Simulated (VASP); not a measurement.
# BN (R3m) in VASP: further runs, part 2 of 2

VASP 6.6.1.

## Step 4: Relaxation of cell and atoms, BLYP+D3

INCAR

```
  PREC = Accurate
  ENCUT = 600
  EDIFF = 1E-7
  ISMEAR = -1
  SIGMA = 0.05
  LREAL = False
  LASPH = True
  NELM = 80
  ALGO = Fast
  ISIF = 3
  LWAVE = False
  LCHARG = False
  GGA = B5
  ALDAX = 1.0
  AGGAX = 1.0
  AGGAC = 1.0
  ALDAC = 0.0
  IVDW = 11
  VDW_S6 = 1.0
  VDW_S8 = 1.682
  VDW_SR = 1.094
  VDW_SR8 = 1.0
  IBRION = 2
  NSW = 40
  EDIFFG = -0.005
```

KPOINTS

```
regular mesh
0
Gamma
  12 12 12
```

POSCAR

```
BN
1.0
    1.2511217832      0.7223354983      3.3729344033
   -1.2511217832      0.7223354983      3.3729344033
    0.0000000000     -1.4446709966      3.3729344033
N B
1 1
Direct
    0.6672382000      0.6672382000      0.6672382000
    0.0003288000      0.0003288000      0.0003288000
```

Potentials or basis: VASP PAW PBE potentials, release 64 (N, B).

On the command line:

```bash
$ cat potpaw_PBE.64/N/POTCAR potpaw_PBE.64/B/POTCAR > POTCAR
$ mpirun -np 1 vasp_std > vasp.out
```

OUTCAR:

```text
PREC = Accurate
   ENCUT = 600
   EDIFF = 1E-7
   ISMEAR = -1
   LREAL = False
   LASPH = True
   NELM = 80
   ISIF = 3
   GGA = B5
   IVDW = 11
   IBRION = 2
   NSW = 40
   EDIFFG = -0.005
 IVDW          = 11

 ion  position               nearest neighbor table
   1  0.667  0.667  0.667-   2 1.44   2 1.44   2 1.44
   2  0.000  0.000  0.000-   1 1.44   1 1.44   1 1.44

  LATTYP: Found a trigonal (rhomboedric) cell.
 ALAT       =     3.6692997666
 COS(alpha) =     0.7674786797

  Lattice vectors:

 A1 = (   1.2511217832,   0.7223354983,   3.3729344033)
 A2 = (  -1.2511217832,   0.7223354983,   3.3729344033)
 A3 = (   0.0000000000,  -1.4446709966,   3.3729344033)

Analysis of symmetry for initial positions (statically):
=====================================================================
 Subroutine PRICEL returns:
 Original cell was already a primitive cell.

[... 375 lines left out ...]

 Free energy of the ion-electron system (eV)
  ---------------------------------------------------
  ext. energy  EPLUGINS =         0.00000000
  ---------------------------------------------------
  free energy    TOTEN  =       -16.81705696 eV

  energy without entropy =      -16.81705696  energy(sigma->0) =      -16.81705696

 E-fermi :   3.7719     XC(G=0):  -9.6630

 val. band max:        2.6863706677   @ k =  -0.3333   0.3333   0.0000
 cond. band min:       6.9771788208   @ k =   0.5000   0.5000  -0.0000
 fundamental gap:      4.2908081531
 Fermi energy:         3.7718687838

 k-point     1 :       0.0000    0.0000    0.0000
  band No.  band energies     occupation
      1     -14.9716      2.00000
      2      -1.2193      2.00000
      3       1.3080      2.00000
      4       1.3080      2.00000
      5       8.1257      0.00000
      6      14.3817      0.00000
      7      14.3817      0.00000
      8      15.7557      0.00000
[... 243 lines left out ...]
 k-point    24 :      -0.4167    0.1667    0.0000
  band No.  band energies     occupation
      1     -11.5817      2.00000
      2      -5.8157      2.00000
      3      -2.6964      2.00000
      4       2.4220      2.00000
      5       7.9390      0.00000
      6      14.2761      0.00000
      7      16.4339      0.00000
      8      17.2615      0.00000

 [... further k-points ...]

------------------------ aborting loop because EDIFF is reached ----------------------------------------

 Edisp (eV)   -0.34315

 E8    (eV) :    -0.1844
[... 25 lines left out ...]
  FREE ENERGIE OF THE ION-ELECTRON SYSTEM (eV)
  ---------------------------------------------------
  free  energy   TOTEN  =       -17.1602086216 eV

  energy  without entropy=      -17.1602086215  energy(sigma->0) =      -17.16020862

 reached required accuracy - stopping structural energy minimisation
```

OSZICAR:

```text
N       E                     dE             d eps       ncg     rms          rms(c)
DAV:   1     0.183884944075E+02    0.18388E+02   -0.52164E+03  3080   0.105E+03
[... 91 lines left out ...]
  10 F= -.17160170E+02 E0= -.17160170E+02  d E =0.353348E-04
       N       E                     dE             d eps       ncg     rms          rms(c)
DAV:   1    -0.168170703036E+02    0.13743E-03   -0.30785E-03  3048   0.567E-01    0.240E-02
RMM:   2    -0.168170602160E+02    0.10088E-04   -0.24183E-05  3024   0.588E-02    0.124E-02
RMM:   3    -0.168170571413E+02    0.30747E-05   -0.72616E-06  3024   0.277E-02    0.396E-03
RMM:   4    -0.168170569411E+02    0.20018E-06   -0.98407E-07  3024   0.119E-02    0.756E-04
RMM:   5    -0.168170569590E+02   -0.17933E-07   -0.10090E-07  2269   0.416E-03
  11 F= -.17160209E+02 E0= -.17160209E+02  d E =-.321790E-05
```

CONTCAR:

```text
BN
   1.00000000000000
     1.2549039244072251    0.7245191185439293    3.2746026782858006
    -1.2549039244072251    0.7245191185439293    3.2746026782858006
     0.0000000000000000   -1.4490382370878585    3.2746026782858006
  N               B
     1     1
Direct
     0.6672663861081567    0.6672663861081567    0.6672663861081567
     0.0003006138918417    0.0003006138918417    0.0003006138918417

  0.00000000E+00  0.00000000E+00  0.00000000E+00
  0.00000000E+00  0.00000000E+00  0.00000000E+00
```

Run time: 3.8 min. Hardware: 1 thread of AMD EPYC 9R45 (Zen 5), shared host; peak memory 0.17 GiB.

Results:

- Free energy: -17.1602 eV
- Relaxed volume: 8.93 Å³/atom
- Relaxed cell: a = 3.581 Å, b = 3.581 Å, c = 3.581 Å, α = 41.03°, β = 41.03°, γ = 41.03°
- Space group after relaxing (to 0.05 Å): R3m (No. 160)
- Energy gained by relaxing: 1.7 meV/atom
- Ionic steps: 11
- Pressure after relaxing: 0.0 GPa
- Band gap on the k mesh: 4.29 eV, indirect (least direct gap 4.74 eV)
- Dispersion energy per atom: -0.172 eV

The path:
```csv
step,energy change (eV),largest force (eV/Å),pressure (GPa),volume (Å³)
1,0.0000,0.0046,1.85,18.29
2,0.0027,0.0041,-4.47,18.57
3,-0.0014,0.0015,-0.54,18.39
4,-0.0018,0.0016,-0.49,18.34
5,-0.0027,0.0107,-0.38,18.17
6,-0.0034,0.0295,-0.05,17.83
7,-0.0034,0.0266,-0.11,17.88
8,-0.0032,0.0495,0.61,17.82
9,-0.0034,0.0052,0.09,17.86
10,-0.0034,0.0185,-0.32,17.88
11,-0.0034,0.0001,0.00,17.86
```

Final structure:
```cif
data_structure
_symmetry_space_group_name_H-M 'P 1'
_symmetry_Int_Tables_number 1
_cell_length_a 3.5809
_cell_length_b 3.5809
_cell_length_c 3.5809
_cell_angle_alpha 41.029
_cell_angle_beta 41.029
_cell_angle_gamma 41.029
_cell_volume 17.86
loop_
_atom_site_label
_atom_site_type_symbol
_atom_site_fract_x
_atom_site_fract_y
_atom_site_fract_z
_atom_site_occupancy
N1 N 0.66727 0.66727 0.66727 1
B1 B 0.00030 0.00030 0.00030 1
```

Levels at points of the mesh, in eV from the valence-band top:
```csv
k point,band 2,band 3,band 4,band 5,band 6,band 7
"(0.00, 0.00, 0.00)",-3.91,-1.38,-1.38,5.44,11.70,11.70
"(0.50, 0.00, 0.00)",-8.83,-4.08,-0.52,5.38,10.06,13.28
"(0.50, 0.50, 0.00)",-8.68,-4.16,-1.19,4.29,9.98,14.49
"(0.50, 0.50, 0.50)",-6.15,-1.40,-1.40,10.45,11.61,11.61
```

Caveat: the PAW data sets were made with another functional, which shifts forces and pressure a little. A k mesh can miss the band edges.

## Step 5: The reference run

An earlier run on the cell as given: functional PBEsol; potentials or basis VASP PAW PBE potentials, release 64 (N, B); cutoff 520 eV; k mesh 12 × 12 × 12; occupations fermi-dirac, width 0.05 eV; no spin polarisation.

* Pressure: 1.0 GPa
* Band gap on the k mesh: 4.18 eV, indirect (least direct gap 4.63 eV)

## Step 6: Overview

| task | level | potentials or basis | cell | k mesh | cutoff (eV) | smearing | ladder | mesh quality | gap on the mesh (eV) | pressure (GPa) |
| --- | --- | --- | --- | --- | --- | --- | --- | --- | --- | --- |
| single point | PBE | VASP PAW PBE potentials, release 64 (N_GW, B_GW) | as given | 6 × 6 × 6 | 450 | gaussian 0.02 eV | - | coarse | 4.29 | - |
| single point | PBE | VASP PAW PBE potentials, release 64 (N, B) | as given | 12 × 12 × 12 | 520 | gaussian 0.028 eV | - | not flagged | 4.28 | 3.6 |
| relaxation of cell and atoms | BLYP+D3 | VASP PAW PBE potentials, release 64 (N, B) | relaxed | 12 × 12 × 12 | 600 | fermi-dirac 0.05 eV | - | not flagged | 4.29 | 0.0 |
| single point | PBEsol | VASP PAW PBE potentials, release 64 (N, B) | as given | 12 × 12 × 12 | 520 | fermi-dirac 0.05 eV | free | not flagged | 4.18 | 1.0 |

Alike in all rows: no spin polarisation.

Caveats: some runs use coarse meshes; the PAW data sets were made with another functional, which shifts forces and pressure a little (some runs); the cutoff is under 1.25 times the usual one of these potentials, so pressure, stress and relaxed cells hold a basis-set (Pulay) error (some runs).

Total energies depend on the potentials used, so only differences within one code and one set of settings carry meaning.
